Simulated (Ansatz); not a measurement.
# Generalised stacking fault on (111) (glide set) of a GaP-AlP solid solution (72 atoms): support functions against a reference, part 2 of 2

Wanted: errors and times of a linear-scaling basis for generalised stacking fault on (111) (glide set) of a GaP-AlP solid solution (72 atoms). A setting counts as converged where the r.m.s. difference of forces stays under 1 % of the r.m.s. force.

Ansatz 0.2.0; Kohn-Sham DFT, PBE, PAW (set soft_2), plane waves.

The cell: 18 Al, 36 P and 18 Ga. The host structure and its lattice constant were typed by rule, without a check against the phase diagram.

So far. Step 3 (Support functions low): Forces differ from the reference by 0.38 meV/Å r.m.s., 0.099 % of their size, well within a tolerance of 1 %; the energy by -0.86 meV/atom. It took 2 min and 12 cycles; the reference's time can't be set against it, since the two runs asked for unlike analyses. Step 4 (Support functions medium): Forces differ from the reference by 0.38 meV/Å r.m.s., 0.097 % of their size, well within a tolerance of 1 %; the energy by -0.86 meV/atom.

## Step 6: Support functions medium, radius 3.6 Å

Level of this step: Kohn-Sham DFT, PBE, PAW (set soft_2), localised support functions (medium) (Ansatz).

The radius confines each support function; a larger one gives more freedom and more work per atom.

The input, input.yaml:

```yaml
crystal:
  lattice:
    - [6.68331, 0.0, 0.0]
    - [0.0, 11.57583, 0.0]
    - [0.55692, 0.0, 19.10326]
  atoms:
    [... the 72 atom lines of step 2 ...]
kpoints:
  mp_grid: { grid: [2, 1, 1] }
hamiltonian:
  xc: pbe
scf:
  occupations: { method: fermi_dirac, width: 0.025 }
  eigensolver: { kind: { support_functions: { accuracy: medium, radius: 3.6 } } }
  mixing: { beta: 0.4 }
  max_iter: 150
output:
  forces: true
  eigenvalues: true
```

Launch:

```
$ ansatz run input.yaml --threads 4 --pin off --max-ram 8192MiB --backend cpu --events-out ev --progress --plain --runs-dir out
```

Numbers of over 12 decimals in the logs are rounded to 6 here.

Output:

```text
Warning: scf.eigensolver.kind.support_functions: disabling space-group detection — the functions' gradient is summed over unrotated k-points, so no spatial operation reduces the k-mesh or symmetrises the density; time reversal is kept, so that k and −k are solved as one point where they differ and the mesh holds both, and exact exchange and, on two spinor components, a DFT+U term hold to it where the run has them: [...]
settings of this run that can trade accuracy for cost: scf.eigensolver.kind.support_functions [...]
Engine: ansatz 0.2.0, aarch64-unknown-linux-gnu
Pseudopotentials: kind: paw
Pseudopotential: Al, paw, valence charge 3, recommended cutoff 420 eV (normal), Al.paw.azcp
Pseudopotential: P, paw, valence charge 5, recommended cutoff 420 eV (normal), P.paw.azcp
Pseudopotential: Ga, paw, valence charge 13, recommended cutoff 420 eV (normal), Ga.paw.azcp
[... 5 lines on functional and potentials left out ...]
Error: SCF: the radius of support functions is under 3.89 Å, the least for these sites at the functions' level (scf.eigensolver.kind.support_functions.accuracy). Use scf.eigensolver.kind: auto, or type scf.eigensolver.kind.support_functions.radius at least as long, [...]
```

The job ended after 2 s (4 threads of Arm Neoverse V1, shared host; peak memory 0.32 GiB).

The program refuses radii under 3.89 Å for these atoms at this level.

## Step 7: A repeat

The input is that of the reference in all keys that bear on the result, so the run is a repeat.

This step: Kohn-Sham DFT, PBE, PAW (set soft_2), plane waves (Ansatz 0.2.0).

input.yaml, the sections that differ from step 6:

```yaml
scf:
  occupations: { method: fermi_dirac, width: 0.025 }
output:
  forces: true
  stress: true
  populations: true
  dos:
    method: { smearing: { sigma: 0.1 } }
    de: 0.1
    projected: { site_lists: { Al: [Al], Ga: [Ga], P: [P] } }
  eigenvalues: true
# crystal, kpoints, hamiltonian: as in step 6
```

Output:

```text
[...]
Crystal: 72 atoms, lattice volume = 1477.921 Å³
Basis set: ecut = 420 eV, 28917 PW (Γ), exchange–correlation on 90×160×256 points (8 copies of the dense FFT grid, shifted against one another)
Bands: 306, of which v1, the nominal top of the filled ones, is band 234 counted from 1 (233 counted from 0)
Symmetry: 1 space group operations
[...]
k-points: 2
[...]
SCF iter   1: F=—  HF=-105004.553636 eV  |F-HF|=—  |Δ(HF+E_count)|=         —  Δρ=2.07e-3  dr2=1.94e-1  ethr=1.77e-3  ⟨swp⟩=8.0  Hψ=2868  notcnv=0  defer=48
[...]
SCF iter   8: F=—  HF=-105004.488308 eV  |F-HF|=—  |Δ(HF+E_count)|=   5.96e-7  Δρ=2.37e-6  dr2=1.38e-7  ethr=2.43e-10  ⟨swp⟩=2.0  Hψ=993  notcnv=0  defer=122
SCF iter   9: F=-105004.488308 eV  HF=-105004.488308 eV  |F-HF|=3.51e-8  |Δ(HF+E_count)|=   7.66e-8  Δρ=1.07e-6  dr2=3.24e-8  ethr=2.14e-11  ⟨swp⟩=13.5  Hψ=3584  notcnv=0
SCF 1 converged in 9 iterations: F = -105004.488308 eV  dr2 = 3.24e-8
[...]
SCF converged after 9 iterations
Free energy (F): -105004.488308 eV
[...]
Internal energy: -105004.488279 eV  (E = F + TS)
E sigma→0 (E₀):  -105004.488294 eV
Entropy (-TS):   -0.000029 eV (-0.000 meV/atom)
Fermi energy:    7.251738 eV
[...]
Σ components = -105004.488308   (vs F -105004.488308, Δ=0.00e0)
--- Forces (eV/Å), atoms counted from 1 ---
  atom   1  Al    -1.49166451     0.29507416     0.14705974
  atom   2  P     -0.39395762    -0.03479373    -0.17406799
  atom   3  Ga     0.13060681    -0.05351754     0.16862369
  atom   4  P     -0.26545708    -0.26089796    -0.08191873
[...]
atom  72  P      1.52249026     0.12543021    -0.45591696
  max |Σ_I F_I| component: 4.33e-5 eV/Å
--- Stress (GPa, compression-positive) ---
        1.379516      -0.040203      -0.772961
       -0.040202       5.265070       0.034205
       -0.772943       0.034205       1.140590
  P = ⅓ Tr σ = 2.5951 GPa (25.951 kbar)
--- Band table (eV) ---
[...]
--- Löwdin populations: 72 sites ---
  site symbol       q [e]
     0     Al      2.5662
     1      P      5.1764
     2     Ga     12.9330
[...]
71      P      5.1412
  spilling = 0.004402 (of n_electrons = 468.000000)
```

Run time: 59 s. Hardware: 4 threads; peak memory 4.5 GiB.

Forces differ from the reference by 0 meV/Å r.m.s., 1.0e-4 % of their size.

Runs without a result: support functions medium, radius 3.27 Å (error); support functions medium, radius 3.6 Å (error).

## Step 8: The ladder side by side

Differences are against the plane-wave reference (Kohn-Sham DFT, PBE, PAW (set soft_2), plane waves), whose r.m.s. force component is 0.385 eV/Å. Energies are set beside the reference only for runs with its functional, potentials and electron count. Times are for 4 threads of Arm Neoverse V1, shared host. The reference's time includes the DOS, ELF, the stress and grids, which some other runs skip.

```
                     run  Δ force, r.m.s. (meV/Å)  share of r.m.s. force (%)  Δ energy (meV/atom)  Δ pressure (GPa)  Δ gap (eV)  cycles     time  host memory (GiB)
               reference                        -                          -                    -                 -           -       9     66 s                4.5
   support functions low                    0.382                      0.099               -0.857                 -     -8.0e-4      12    2 min                2.8
support functions medium                    0.375                     0.0972               -0.856                 -     -7.0e-4      13  2.1 min                2.8
 repeat of the reference                        0                     1.0e-4                    0                 0           0       9     59 s                4.5
```

## Step 9: The reference in detail

The comparisons rest on this run, so its electronic structure is set out here.

Neighbours are counted within 2.68 Å (P-Al), 2.73 Å (P-Ga).

Length of the force by element and coordination:

```
element  coordination  atoms  mean length of the force (eV/Å)  spread   least   most
     Al           all     18                            0.465   0.499  0.0856   1.63
     Al             3      3                             1.55  0.0583    1.50   1.63
     Al             4     15                            0.248   0.118  0.0856  0.524
     Ga           all     18                            0.426   0.415   0.133   1.38
     Ga             3      3                             1.33  0.0339    1.29   1.38
     Ga             4     15                            0.244  0.0925   0.133  0.448
      P           all     36                            0.496   0.485   0.105   1.77
      P             3      6                             1.56   0.127    1.40   1.77
      P             4     30                            0.284  0.0983   0.105  0.488
```

Intrinsic-atomic-orbital charges by element and coordination:

```
element  coordination  atoms  mean charge (e)  spread   least    most
     Al           all     18            0.384  0.0095   0.374   0.405
     Al             3      3            0.403  0.0015   0.402   0.405
     Al             4     15            0.380  0.0039   0.374   0.388
     Ga           all     18           0.0425  0.0137  0.0287  0.0724
     Ga             3      3           0.0704  0.0021  0.0676  0.0724
     Ga             4     15           0.0369  0.0061  0.0287  0.0468
      P           all     36           -0.213  0.0741  -0.384  -0.110
      P             3      6           -0.242  0.0629   -0.34  -0.171
      P             4     30           -0.207  0.0748  -0.384  -0.110
```

States in the cell by windows of 0.5 eV, zero at the Fermi level; the larger projections on atomic orbitals stand beside the total:

```
from (eV)  to (eV)  total   P p  Ga p  Al p  Ga s  Al s  P s
      -10       -8    0.0   0.0   0.0   0.0   0.0   0.0  0.0
       -8     -7.5    3.6   1.6   0.2   0.2   1.4   0.1  0.1
     -7.5       -7   16.1   7.4   0.7   0.7   5.4   1.0  0.7
       -7     -6.5   16.4   8.2   0.8   0.8   2.6   2.9  0.8
     -6.5       -6   12.4   6.4   0.7   0.6   1.2   2.2  1.1
       -6     -5.5    8.7   4.7   0.6   0.4   0.4   1.6  0.9
     -5.5       -5   11.1   6.3   1.5   1.3   0.4   0.8  0.7
       -5     -4.5   16.6   9.8   2.4   2.3   0.5   0.6  0.8
     -4.5       -4   15.9   9.7   2.3   2.3   0.4   0.6  0.5
       -4     -3.5   22.7  14.8   3.6   3.4   0.2   0.3  0.2
     -3.5       -3   30.7  20.7   4.5   4.1   0.3   0.4  0.4
       -3     -2.5   26.7  19.0   3.5   3.3   0.2   0.2  0.2
     -2.5       -2   17.1  13.0   2.0   1.7   0.1   0.1  0.1
       -2     -1.5   12.3   9.7   1.2   0.9   0.1   0.1  0.1
     -1.5       -1    4.7   4.1   0.3   0.2   0.0   0.0  0.0
       -1     -0.5    0.0   0.0   0.0   0.0   0.0   0.0  0.0
     -0.5        0    1.0   1.0   0.0   0.0   0.0   0.0  0.0
        0      0.5    1.1   0.1   0.3   0.3   0.0   0.0  0.2
      0.5        1   11.5   1.8   1.5   2.4   2.0   0.6  1.9
        1      1.5   23.4   4.3   3.7   4.3   3.4   1.4  3.2
      1.5        2   18.6   3.5   2.9   2.8   2.0   2.2  2.4
        2      2.5   20.8   4.5   3.4   3.4   1.1   2.8  2.0
      2.5        3   17.2   3.8   3.5   3.7   0.6   1.4  1.0
```

Between -16 and -10 eV lie 252 more states.

The levels nearest the highest filled one (over half full), pooled over k-points and spins:

```
level less the highest filled one (eV)  occupation
                                 -1.21           2
                                 -1.16           2
                                 -1.14           2
                                 -1.00           2
                                -0.990           2
                                     0           2
                                 0.491           0
                                 0.821           0
                                 0.959           0
                                 0.975           0
                                  1.01           0
                                  1.05           0
```

Valence density in the ca plane at fractional y = 0.000, with atoms of Ga and P and Al within 0.2 Å of it. It is the smooth field of the valence electrons, not physical close to the nuclei.

Ten steps, logarithmic in the rise over the least value, from '0' (0 e/Å³) to '9' (42 e/Å³), each cell a mean:
```
68521110011000000000000003797312100110000000
23211111111000000000000002575211211110000000
11000011110000000000000001222111111110000000
00000000000000000010000011111000011100000000
10000000000000001233111112210000000000000001
10000000000000001587311211110000000000000012
11000000000000001698411210110000000000000014
11000000000000001365211111110000000000000014
11000000000000001121100111110000000000000012
10000000000000011111000001000000000000000011
00000000000001112211000000000000000000001111
00000000000011210111000000000000000000011112
00000000000011210111000000000000000000112101
00000000000001111111000000000000000000112101
00000001110000111110000000000000001000011111
11100011111000000000000000000000011110000111
56311112221000000000000001221101112110000000
89621210111000000000000002575211211210000000
```
Columns run along c (16.0 Å, from fractional 0.00 to 0.84 of the cell), rows up along a (6.7 Å). Atoms in or near the plane, at fractional coordinates: Ga at (0.02, 0.00), P at (0.15, 0.98), Al at (0.19, 0.32), P at (0.31, 0.31), Ga at (0.35, 0.64), P at (0.48, 0.63), Ga at (0.52, 0.96), P at (0.64, 0.95), Al at (0.68, 0.28), P at (0.80, 0.27).

ELF in the ca plane at fractional y = 0.000, with atoms of Ga and P and Al within 0.2 Å of it. It is the smooth field of the valence electrons, not physical close to the nuclei.

Ten even steps from '0' (0.01) to '9' (0.93), each cell a mean:
```
00026950047410000000000122020269500475100000
11236874577410000000000122101269601575100000
22224677776300001111111354322257766874100000
53211245553100012222234688753234677752000011
86310011211000012212247888985211244431000122
87410000000000022100248832576200011100000122
66410000000000122010149810166200000000000121
56310000000000132101248831476200000000001221
76300001221112455432246777875100000100002332
75200012221246789875323456763100012211235676
53100012100279877887300123321000122212577899
21000011001299940277300000000000121001899757
00000022100299930166300000000000110111999401
00000246641379852576300000000000232001899401
11112479997446777775200001111012478632688646
22225789998422345653100012222235799984356677
10126876798510012221000122222257899985112455
01026950057510000000000122101268735885100112
```
Columns run along c (16.0 Å, from fractional 0.00 to 0.84 of the cell), rows up along a (6.7 Å). Atoms in or near the plane, at fractional coordinates: Ga at (0.02, 0.00), P at (0.15, 0.98), Al at (0.19, 0.32), P at (0.31, 0.31), Ga at (0.35, 0.64), P at (0.48, 0.63), Ga at (0.52, 0.96), P at (0.64, 0.95), Al at (0.68, 0.28), P at (0.80, 0.27).

Forces differ by site in this geometry: P atoms with 3 neighbours bear 1.6 eV/Å on average, against 0.28 eV/Å for those with 4. Mean intrinsic-atomic-orbital charges: Al +0.38, Ga +0.04, P -0.21 e. Charges this small depend on the projection, at times even in sign.

## Step 10: Local order

These statistics describe the geometry on which the runs were made.

Density 3.21 g/cm³, 20.53 Å³ an atom.

g(r), total and by pair (bins of 0.2 Å):

```
r (Å)  total    P-P   P-Al   P-Ga  Al-Al  Al-Ga  Ga-Ga
 2.20   0.55   0.00   1.09   1.10   0.00   0.00   0.00
 2.40   5.13   0.00  10.25  10.20   0.00   0.00   0.00
 2.60   0.00   0.00   0.00   0.00   0.00   0.00   0.00
 2.80   0.00   0.00   0.00   0.00   0.00   0.00   0.00
 3.00   0.16   0.00   0.31   0.31   0.00   0.00   0.00
 3.20   0.00   0.00   0.00   0.00   0.00   0.00   0.00
 3.40   0.00   0.00   0.00   0.00   0.00   0.00   0.00
 3.60   0.00   0.00   0.00   0.00   0.00   0.00   0.00
 3.80   6.15  12.30   0.00   0.00  11.20  13.65  10.70
 4.00   0.32   0.47   0.17   0.17   0.47   0.35   0.70
 4.20   0.00   0.00   0.00   0.00   0.00   0.00   0.00
 4.40   0.46   0.29   0.69   0.59   0.19   0.29   0.38
 4.60   4.00   0.00   7.95   8.05   0.00   0.00   0.00
 4.80   0.35   0.00   0.69   0.69   0.00   0.00   0.00
 5.00   0.00   0.00   0.00   0.00   0.00   0.00   0.00
 5.20   0.10   0.21   0.00   0.00   0.14   0.21   0.27
 5.40   1.36   2.71   0.00   0.00   2.81   2.86   2.44
 5.60   0.09   0.03   0.17   0.17   0.00   0.00   0.00
 5.80   0.29   0.32   0.24   0.29   0.32   0.21   0.54
 6.00   2.37   0.00   4.80   4.69   0.00   0.00   0.00
 6.20   0.00   0.00   0.00   0.00   0.00   0.00   0.00
 6.40   0.25   0.26   0.26   0.20   0.26   0.18   0.44
 6.60   3.25   6.40   0.04   0.15   7.00   6.00   6.70
 6.80   0.82   1.43   0.26   0.24   1.12   1.65   1.12
 7.00   1.86   0.45   3.35   3.20   0.59   0.30   0.59
 7.20   0.66   0.21   1.08   1.16   0.07   0.28   0.21
 7.40   0.17   0.00   0.29   0.39   0.00   0.00   0.00
 7.60   0.33   0.35   0.29   0.29   0.49   0.34   0.37
```

Bonds by pair of elements; cutoffs follow the first minimum of g(r), held within bounds set by covalent radii, and pairs that aren't listed don't count as bonded:

```
pair A-B  cutoff (Å)  bonds  mean length (Å)  spread (Å)  shortest (Å)  B about A  A about B
    P-Al        2.68     69             2.35        0.04          2.22       1.92       3.83
    P-Ga        2.73     69             2.35        0.04          2.23       1.92       3.83
```

How many atoms have how many bonded neighbours:

```
element  mean  3   4
     Al  3.83  3  15
     Ga  3.83  3  15
      P  3.83  6  30
```

Rings of the network by King's shortest-path rule, up to 12 atoms, one path for each pair of neighbours; H, halogens, alkali and alkaline-earth atoms are left out, and the last column divides by all other atoms, bonded or not:

```
ring size (atoms)  rings  per network atom
                6    112              1.56
                8     10             0.139
```

First main peaks of g(r), for some of the pairs, lie near 3.86 Å (P-P), 2.35 Å (P-Al), 2.35 Å (P-Ga), 3.87 Å (Al-Al), 3.86 Å (Al-Ga) and 3.87 Å (Ga-Ga). With the cutoffs above, 83 % of Al atoms have 4, 83 % of Ga atoms have 4 and 83 % of P atoms have 4 bonded neighbours. Rings of 6 atoms are the most common (92 % of those counted); sizes run from 6 to 8.

The surroundings of P70, picked at random, nearest first, numbered as they follow in the input and with coordinates relative to it.

```
atom      x      y      z  distance (Å)  bonds  intrinsic-atomic-orbital charge (e)     Fx     Fy  Fz (eV/Å)
 P70   0.00   0.00   0.00          0.00      3                                -0.22   1.71   0.31      -0.35
Al15  -0.54  -1.93   0.96          2.22      3                                 0.40  -1.62  -0.12       0.13
Ga37  -0.55   1.94   0.96          2.23      3                                 0.07  -1.33  -0.04       0.09
Ga69   0.01   0.01  -2.39          2.39      4                                 0.05  -0.14  -0.02       0.23
Al11   2.78   0.01   0.93          2.94      3                                 0.40  -1.49  -0.16      -0.01
 P54  -3.32  -1.94  -0.04          3.84      3                                -0.34   1.44   0.14       0.16
 P56   0.00  -3.84  -0.05          3.84      3                                -0.32   1.63  -0.19      -0.06
 P68  -3.33   1.94  -0.05          3.86      3                                -0.20   1.40  -0.04       0.02
```

The column of bonds counts only the pairs P-Al within 2.68 Å, P-Ga within 2.73 Å; other neighbours, such as metal atoms beside each other in a compound, aren't counted, and periodic images can show an atom twice.

## Step 11: Results

```yaml
free_energy_per_atom: -1458.3957 eV/atom
density: 3.209 g/cm³
pressure: 2.595 GPa
r_m_s_force_component: 0.3853 eV/Å
spacing_of_highest_filled_and_lowest_empty_level: 0.4909 eV
wall_time_of_the_4_dft_runs: 6.2 min
```

What this shows: Against plane waves at 420 eV, the forces differ by 0.38 meV/Å (0.097 %) with support functions medium. At 72 atoms the fastest of the runs at a preset level, support functions low, takes roughly 1.8 times the time of plane waves (whose run also made extra analyses, so the like-for-like ratio is larger), in 12 SCF cycles against 9. Differences between support functions and plane waves include what basis error the plane-wave run still has.

Filled and empty levels are parted by 0.491 eV on the run's k-points; the mesh holds the band edges only if they fold onto it, so the gap at this level can be narrower or closed, while semilocal functionals tend to narrow gaps against experiment. Forces differ by site in this geometry: P atoms with 3 neighbours bear 1.6 eV/Å on average, against 0.28 eV/Å for those with 4. With the cutoffs above, 83 % of Al atoms have 4, 83 % of Ga atoms have 4 and 83 % of P atoms have 4 bonded neighbours.

Caveats: The geometry was built by rule, was displaced at random and isn't relaxed at this level: its force components are 0.39 eV/Å r.m.s. The stress is far from hydrostatic: its diagonal is 1.4, 5.3, 1.1 GPa, compression counted positive. The pressure of 2.6 GPa belongs to a cell and atoms that aren't relaxed at this level.

[Logs are printed without paths, hosts, clocks, repeated set-up lines and the standing remarks that a program may print on its own settings, such as how far it seeks lower states.]

[Hosts, paths, dates, database ids (printed as entryN), source tags and the programs' standing remarks are cut or masked in the printed files.]
